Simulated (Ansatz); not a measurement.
# BAs under changes of volume

One of the cells (13.626 Å³/atom); the others are scaled copies at fixed shape and fractional positions:

```xyz
2
Lattice="0.0000 2.3885 2.3885 2.3885 0.0000 2.3885 2.3885 2.3885 0.0000" Properties=species:S:1:pos:R:3 pbc="T T T"
As    3.5827    3.5827    3.5827
B     0.0000    0.0000    0.0000
```

| Property | Result |
| --- | --- |
| Program | Ansatz 0.2.0 |
| Functional | B3LYP5 |
| Potentials or basis | Ansatz PAW |
| Cutoff | 420 eV (not typed: the program's choice for these potentials) |
| k mesh | 5 × 5 × 5 |
| Occupations | fermi-dirac, width 0.05 eV |
| Spin | no spin polarisation |

```csv
volume (Å³/atom),energy over the lowest point (meV/atom),pressure (GPa),gap on the mesh (eV)
12.809,52.19,14.7,2.45
13.081,30.46,10.9,2.46
13.354,14.96,7.4,2.48
13.626,5.06,4.3,2.49
13.899,?,?,?
14.171,0.00,-1.1,2.52
14.444,3.94,-3.5,2.53
```

What does the run at 13.899 Å³/atom give?

Energy over the lowest point 0.23 meV/atom; pressure 1.4 GPa; gap on the mesh 2.51 eV.

Worked out: A Birch-Murnaghan fit of order 3 (a polynomial in V^(-2/3)) to the other rows has its minimum at 14.05 Å³/atom with B0 = V·E''(V) = 132 GPa and B' = 4.2. It gives 0.24 meV/atom at 13.899 Å³/atom, against the run's 0.23, and -dE/dV = 1.4 GPa, against 1.4. A straight line through the other rows of the gap, of slope 0.687 eV per unit of ln V, gives 2.50 eV, against the run's 2.51.

Energies are extrapolated to zero smearing.

Caveats: all runs use coarse meshes; odd divisions of the mesh miss points on the zone boundary, where band edges often lie, so the gap on the mesh can be too wide; the PAW data sets come from PBE, with cores solved anew for the run's functional, which leaves a small shift of forces and pressure; the thresholds are loose for stress.

A mesh can miss the band edges. Spin-orbit coupling on As is left out.
